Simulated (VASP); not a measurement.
# SnO2 (Cassiterite) (P4_2/mnm) in VASP: a series of runs

Runs on SnO2 (Cassiterite). Level: PBE. Tasks: dielectric tensor.

All numbers are computed with VASP 6.6.1; they aren't measurements. Logs are shortened: lines on timing, memory, paths and dates and some standing lists are left out, and cuts for length are marked.

### 1 The structure

It takes space group P4_2/mnm (No. 136, tetragonal). The conventional cell has a = 4.738 Å, b = 4.738 Å, c = 3.187 Å, α = 90.00°, β = 90.00°, γ = 90.00°. Sn (site symmetry mmm) has 6 O at 2.05 to 2.06 Å as nearest neighbours. O (site symmetry m2m) is surrounded by 3 Sn at 2.05 to 2.06 Å.

### 2 Dielectric tensor, PBE

Contents of INCAR:

```
SYSTEM = SnO2
ALGO = Normal
EDIFF = 1E-8
ENCUT = 400
GGA = PE
ISIF = 2
ISMEAR = 0
LASPH = .TRUE.
LCHARG = .FALSE.
LEPSILON = .TRUE.
LREAL = .FALSE.
LWAVE = .FALSE.
NELM = 100
PREC = Accurate
SIGMA = 0.01
```

Contents of KPOINTS:

```
k-points
0
G
  8 8 12
  0 0 0
```

Contents of POSCAR:

```
SnO2
1.0
    4.7380000000      0.0000000000      0.0000000000
    0.0000000000      4.7380000000      0.0000000000
    0.0000000000      0.0000000000      3.1865000000
Sn O
2 4
Direct
    0.5000000000      0.5000000000      0.5000000000
    0.0000000000      0.0000000000      0.0000000000
    0.8071000000      0.1929000000      0.5000000000
    0.6929000000      0.6929000000      0.0000000000
    0.1929000000      0.8071000000      0.5000000000
    0.3071000000      0.3071000000      0.0000000000
```

Potentials or basis: VASP PAW PBE potentials, release 64 (Sn_d, O).

Run with:

```console
$ cat potpaw_PBE.64/Sn_d/POTCAR potpaw_PBE.64/O/POTCAR > POTCAR
$ mpirun -np 1 vasp_std > vasp.out
```

OUTCAR:

```text
SYSTEM = SnO2
   EDIFF = 1E-8
   ENCUT = 400
   GGA = PE
   ISIF = 2
   ISMEAR = 0
   LASPH = .TRUE.
   LEPSILON = .TRUE.
   LREAL = .FALSE.
   NELM = 100
   PREC = Accurate

 Found    105 irreducible k-points:

 Following reciprocal coordinates:
            Coordinates               Weight
  0.000000  0.000000  0.000000      1.000000
  0.125000  0.000000  0.000000      4.000000
  0.250000  0.000000  0.000000      4.000000
  0.375000  0.000000  0.000000      4.000000
  0.500000  0.000000  0.000000      2.000000
  0.125000  0.125000  0.000000      4.000000
   k-points           NKPTS =    105   k-points in BZ     NKDIM =    105   number of bands    NBANDS=     31
   number of dos      NEDOS =    301   number of ions     NIONS =      6
   total plane-waves  NPLWV =  24576
   dimension x,y,z NGX =    32 NGY =   32 NGZ =   24
   dimension x,y,z NGXF=    64 NGYF=   64 NGZF=   48
   ions per type =               2   4
   NGX,Y,Z   is equivalent  to a cutoff of  11.23, 11.23, 12.52 a.u.
   NGXF,Y,Z  is equivalent  to a cutoff of  22.46, 22.46, 25.04 a.u.
 SYSTEM =  SnO2
   PREC   = accura    normal or accurate (medium, high low for compatibility)
   ISTART =      0    job   : 0-new  1-cont  2-samecut
   ICHARG =      2    charge: 1-file 2-atom 10-const
   ISPIN  =      1    spin polarized calculation?
   LNONCOLLINEAR =      F non collinear calculations
   LSORBIT =      F    spin-orbit coupling
   LASPH  =      T    aspherical Exc in radial PAW
   ENCUT  =  400.0 eV  29.40 Ry    5.42 a.u.   7.73  7.73  5.20*2*pi/ulx,y,z
   NELM   =    100;   NELMIN=  2; NELMDL= -5     # of ELM steps
   EDIFF  = 0.1E-07   stopping-criterion for ELM
   LREAL  =      F    real-space projection
   EDIFFG = 0.1E-06   stopping-criterion for IOM
   NSW    =      0    number of steps for IOM
   IBRION =     -1    ionic relax: 0-MD 1-quasi-New 2-CG
   NFREE  =      0    steps in history (QN), initial steepest desc. (CG)
   ISIF   =      2    stress and relaxation
   ISYM   =      2    0-nonsym 1-usesym 2-fastsym
   POTIM  = 0.5000    time-step for ionic-motion
   TEBEG  =    0.0;   TEEND  =   0.0 temperature during run
   PSTRESS=    0.0 pullay stress
   NELECT =      52.0000    total number of electrons
   NUPDOWN=      -1.0000    fix difference up-down
   EMIN   =  10.00;   EMAX   =-10.00  energy-range for DOS
   EFERMI =   0.00;   METHOD = LEGACY
   ISMEAR =     0;   SIGMA  =   0.01  broadening in eV -4-tet -1-fermi 0-gaus
   EFERMI_NEDOS =   21; number of points for ismear=-14 and -15
   IALGO  =     38    algorithm
[... 265 lines left out ...]

  FREE ENERGIE OF THE ION-ELECTRON SYSTEM (eV)
  ---------------------------------------------------
  free  energy   TOTEN  =       -37.2406760410 eV

  energy  without entropy=      -37.2406760410  energy(sigma->0) =      -37.24067604

 HEAD OF MICROSCOPIC STATIC DIELECTRIC TENSOR (INDEPENDENT PARTICLE, excluding Hartree and local field effects)
 ------------------------------------------------------
           4.310205    -0.000000     0.000000
           0.000000     4.310205     0.000000
           0.000000     0.000000     4.625569
 ------------------------------------------------------

 Free energy of the ion-electron system (eV)
  ---------------------------------------------------
  ---------------------------------------------------
  free energy    TOTEN  =        -0.68263430 eV

  energy without entropy =       -0.68263430

------------------------ aborting loop because EDIFF is reached ----------------------------------------

--------------------------------------- Ionic step        2  -------------------------------------------

------------------------ aborting loop because EDIFF is reached ----------------------------------------

--------------------------------------- Ionic step        3  -------------------------------------------

 Free energy of the ion-electron system (eV)
  ---------------------------------------------------
  ---------------------------------------------------
  free energy    TOTEN  =        -0.74776263 eV

  energy without entropy =       -0.74776263

------------------------ aborting loop because EDIFF is reached ----------------------------------------

 PIEZOELECTRIC TENSOR FIELD DIRECTION 3  (e Angst)
 -----------------------------------------------------------------------------
     0.00167 -0.00000  0.00000           ( -0.00001  0.00000  0.00000)
    -0.00000  0.00167  0.00000           (  0.00000 -0.00001  0.00000)
     0.00000  0.00000 -0.00525           (  0.00000  0.00000 -0.00017)

 PIEZOELECTRIC TENSOR FIELD DIRECTION 3  (C/m^2)
 -----------------------------------------------------------------------------
     0.00037 -0.00000  0.00000
    -0.00000  0.00037  0.00000
     0.00000  0.00000 -0.00118

 MACROSCOPIC STATIC DIELECTRIC TENSOR (including local field effects in DFT)
 ------------------------------------------------------
           4.236514     0.000000     0.000000
           0.000000     4.236514     0.000000
           0.000000     0.000000     4.541910
 ------------------------------------------------------

 PIEZOELECTRIC TENSOR (including local field effects)  for field in x, y, z        (e  Angst)
          XX          YY          ZZ          XY          YZ          ZX
  --------------------------------------------------------------------------------
  x     0.00000     0.00000     0.00000     0.00000     0.00000     0.00000
  y     0.00000     0.00000     0.00000     0.00000     0.00000     0.00000
  z     0.00000     0.00000     0.00000     0.00000     0.00000     0.00000

 PIEZOELECTRIC TENSOR (including local field effects)  for field in x, y, z        (C/m^2)
          XX          YY          ZZ          XY          YZ          ZX
  --------------------------------------------------------------------------------
  x     0.00000     0.00000     0.00000     0.00000     0.00000     0.00000
  y     0.00000     0.00000     0.00000     0.00000     0.00000     0.00000
  z     0.00000     0.00000     0.00000     0.00000     0.00000     0.00000

 BORN EFFECTIVE CHARGES (including local field effects) (in |e|, cummulative output)
 ---------------------------------------------------------------------------------
 ion    1
    1     4.07656    -0.44505     0.00000
    2    -0.44505     4.07656     0.00000
    3     0.00000     0.00000     4.46200
 ion    2
    1     4.07656     0.44505     0.00000
    2     0.44505     4.07656     0.00000
    3     0.00000     0.00000     4.46200
 ion    3
    1    -2.03828     0.69177     0.00000
    2     0.69177    -2.03828     0.00000
    3     0.00000     0.00000    -2.23100
 ion    4
    1    -2.03828    -0.69177     0.00000
    2    -0.69177    -2.03828     0.00000
    3     0.00000     0.00000    -2.23100
 ion    5
    1    -2.03828     0.69177     0.00000
    2     0.69177    -2.03828     0.00000
    3     0.00000     0.00000    -2.23100
 ion    6
    1    -2.03828    -0.69177     0.00000
    2    -0.69177    -2.03828     0.00000
    3     0.00000     0.00000    -2.23100
```

Run time: 13 min. Hardware: 1 thread of Intel Xeon Platinum 8488C (Sapphire Rapids), shared host; peak memory 0.66 GiB.

These settings aren't checked as converged: the numbers below hold their error.

What came out:

* Band gap on the k mesh: 1.27 eV, direct
* Electronic dielectric tensor (diagonal): 4.24, 4.24, 4.54
* Born charges (mean of the diagonal): Sn +4.21; O -2.10 e

Caveat: the cutoff is under 1.25 times the usual one of these potentials, so pressure, stress and relaxed cells hold a basis-set (Pulay) error; spin-orbit coupling is left out, which moves the levels of the heavy elements.

### 3 Dielectric tensor, PBE

INCAR is that of step 2.

Contents of KPOINTS:

```
k-points
0
G
  3 3 4
  0 0 0
```

POSCAR is that of step 2.

Potentials or basis: VASP PAW PBE potentials, release 64 (Sn_d, O).

Run with:

```console
$ cat potpaw_PBE.64/Sn_d/POTCAR potpaw_PBE.64/O/POTCAR > POTCAR
$ mpirun -np 1 vasp_std > vasp.out
```

OUTCAR:

```text
SYSTEM = SnO2
   EDIFF = 1E-8
   ENCUT = 400
   GGA = PE
   ISIF = 2
   ISMEAR = 0
   LASPH = .TRUE.
   LEPSILON = .TRUE.
   LREAL = .FALSE.
   NELM = 100
   PREC = Accurate

 Found      9 irreducible k-points:

 Following reciprocal coordinates:
            Coordinates               Weight
  0.000000  0.000000  0.000000      1.000000
  0.333333  0.000000  0.000000      4.000000
  0.333333  0.333333  0.000000      4.000000
  0.000000  0.000000  0.250000      2.000000
  0.333333  0.000000  0.250000      8.000000
  0.333333  0.333333  0.250000      8.000000
   k-points           NKPTS =      9   k-points in BZ     NKDIM =      9   number of bands    NBANDS=     31
   number of dos      NEDOS =    301   number of ions     NIONS =      6
   total plane-waves  NPLWV =  24576
   dimension x,y,z NGX =    32 NGY =   32 NGZ =   24
   dimension x,y,z NGXF=    64 NGYF=   64 NGZF=   48
   ions per type =               2   4
   NGX,Y,Z   is equivalent  to a cutoff of  11.23, 11.23, 12.52 a.u.
   NGXF,Y,Z  is equivalent  to a cutoff of  22.46, 22.46, 25.04 a.u.
 SYSTEM =  SnO2
   PREC   = accura    normal or accurate (medium, high low for compatibility)
   ISTART =      0    job   : 0-new  1-cont  2-samecut
   ICHARG =      2    charge: 1-file 2-atom 10-const
[... 330 lines left out ...]
 -----------------------------------------------------------------------------
     0.00074 -0.00000  0.00000           ( -0.00000  0.00000  0.00000)
     0.00000  0.00074  0.00000           (  0.00000 -0.00000  0.00000)
     0.00000  0.00000 -0.00263           (  0.00000  0.00000 -0.00011)

 PIEZOELECTRIC TENSOR FIELD DIRECTION 3  (C/m^2)
 -----------------------------------------------------------------------------
     0.00017 -0.00000  0.00000
     0.00000  0.00017  0.00000
     0.00000  0.00000 -0.00059

 MACROSCOPIC STATIC DIELECTRIC TENSOR (including local field effects in DFT)
 ------------------------------------------------------
           4.824779     0.000000     0.000000
           0.000000     4.824779     0.000000
           0.000000     0.000000     4.879811
 ------------------------------------------------------

 PIEZOELECTRIC TENSOR (including local field effects)  for field in x, y, z        (e  Angst)
          XX          YY          ZZ          XY          YZ          ZX
  --------------------------------------------------------------------------------
  x     0.00000     0.00000     0.00000     0.00000     0.00000     0.00000
  y     0.00000     0.00000     0.00000     0.00000     0.00000     0.00000
  z     0.00000     0.00000     0.00000     0.00000     0.00000     0.00000

 PIEZOELECTRIC TENSOR (including local field effects)  for field in x, y, z        (C/m^2)
          XX          YY          ZZ          XY          YZ          ZX
  --------------------------------------------------------------------------------
  x     0.00000     0.00000     0.00000     0.00000     0.00000     0.00000
  y     0.00000     0.00000     0.00000     0.00000     0.00000     0.00000
  z     0.00000     0.00000     0.00000     0.00000     0.00000     0.00000

 BORN EFFECTIVE CHARGES (including local field effects) (in |e|, cummulative output)
 ---------------------------------------------------------------------------------
 ion    1
    1     4.07546    -0.44639     0.00000
    2    -0.44639     4.07546     0.00000
    3     0.00000     0.00000     4.49177
 ion    2
    1     4.07546     0.44639     0.00000
    2     0.44639     4.07546     0.00000
    3     0.00000     0.00000     4.49177
 ion    3
    1    -2.03773     0.73702     0.00000
    2     0.73702    -2.03773     0.00000
    3     0.00000     0.00000    -2.24589
 ion    4
    1    -2.03773    -0.73702     0.00000
    2    -0.73702    -2.03773     0.00000
    3     0.00000     0.00000    -2.24589
 ion    5
    1    -2.03773     0.73702     0.00000
    2     0.73702    -2.03773     0.00000
    3     0.00000     0.00000    -2.24589
 ion    6
    1    -2.03773    -0.73702     0.00000
    2    -0.73702    -2.03773     0.00000
    3     0.00000     0.00000    -2.24589
```

OSZICAR:

```text
N       E                     dE             d eps       ncg     rms          rms(c)
DAV:   1     0.574716172481E+03    0.57472E+03   -0.23121E+04   634   0.227E+03
DAV:   2     0.390974963234E+02   -0.53562E+03   -0.51549E+03   629   0.611E+02
DAV:   3    -0.399469354882E+02   -0.79044E+02   -0.78385E+02   649   0.208E+02
[... 11 lines left out ...]
RMM:   5    -0.817235342688E+00   -0.42650E-02   -0.52719E-04  1011   0.154E-01    0.316E-02
RMM:   6    -0.817553166513E+00   -0.31782E-03   -0.81465E-05   960   0.492E-02    0.430E-03
RMM:   7    -0.817744867897E+00   -0.19170E-03   -0.93547E-06  1023   0.154E-02    0.129E-03
RMM:   8    -0.817826302497E+00   -0.81435E-04   -0.24291E-06  1044   0.464E-03    0.301E-04
RMM:   9    -0.817830778963E+00   -0.44765E-05   -0.15256E-07  1055   0.130E-03    0.126E-04
RMM:  10    -0.817827912495E+00    0.28665E-05   -0.87944E-08  1006   0.424E-04    0.468E-05
RMM:  11    -0.817828509685E+00   -0.59719E-06   -0.30154E-09   755   0.136E-04    0.718E-06
```

stdout:

```text
POSCAR found type information on POSCAR SnO
 POSCAR found :  2 types and       6 ions
 scaLAPACK will be used
 LDA part: xc-table for (Slater+PW92), standard interpolation
 POSCAR, INCAR and KPOINTS ok, starting setup
 FFT: planning ... GRIDC
 FFT: planning ... GRID_SOFT
 FFT: planning ... GRID
 WAVECAR not read
 entering main loop
 Linear response reoptimize wavefunctions to high precision
 Linear response G [H, r] |phi>, progress :
  Direction:   1
 Linear response G [H, r] |phi>, progress :
  Direction:   2
 Linear response G [H, r] |phi>, progress :
  Direction:   3
 Linear response to external field (no local field effect), progress :
  Direction:   1
 dielectric tensor                  component  1 :     4.730    -0.060    -0.305
 Linear response to external field (no local field effect), progress :
  Direction:   2
 dielectric tensor                  component  2 :    -0.060     5.071    -0.119
 Linear response to external field (no local field effect), progress :
  Direction:   3
 dielectric tensor                  component  3 :    -0.305    -0.119     4.965
 Linear response to external field, progress :
  Direction:   1
 dielectric tensor                  component  1 :     4.825    -0.062    -0.210
 Linear response to external field, progress :
  Direction:   2
 dielectric tensor                  component  2 :    -0.062     4.825    -0.210
 Linear response to external field, progress :
  Direction:   3
 dielectric tensor                  component  3 :    -0.303    -0.118     4.880
 Born effective charges drift removed
```

Run time: 97 s. Hardware: 1 thread of Intel Xeon Platinum 8488C (Sapphire Rapids), shared host; peak memory 0.2 GiB.

The run converged, but some of its settings lie outside the range that counts as converged, so its numbers aren't taken as properties of the crystal.

What came out:

| Quantity | Value |
| --- | --- |
| Band gap on the k mesh | 1.27 eV, direct |
| Electronic dielectric tensor (diagonal) | 4.82, 4.82, 4.88 |
| Born charges (mean of the diagonal) | Sn +4.21; O -2.11 e |

Caveat: the k mesh is coarse (spacing up to 0.49 Å⁻¹), so the values aren't converged; the cutoff is under 1.25 times the usual one of these potentials, so pressure, stress and relaxed cells hold a basis-set (Pulay) error; spin-orbit coupling is left out, which moves the levels of the heavy elements.

### 4 For comparison

An earlier run on the cell as given: functional PBEsol; potentials or basis VASP PAW PBE potentials, release 64 (Sn_d, O); cutoff 520 eV; k mesh 6 × 6 × 8; occupations fermi-dirac, width 0.05 eV; no spin polarisation.

- Pressure: 5.4 GPa
- Largest force: 0.229 eV/Å
- Band gap on the k mesh: 1.18 eV, direct
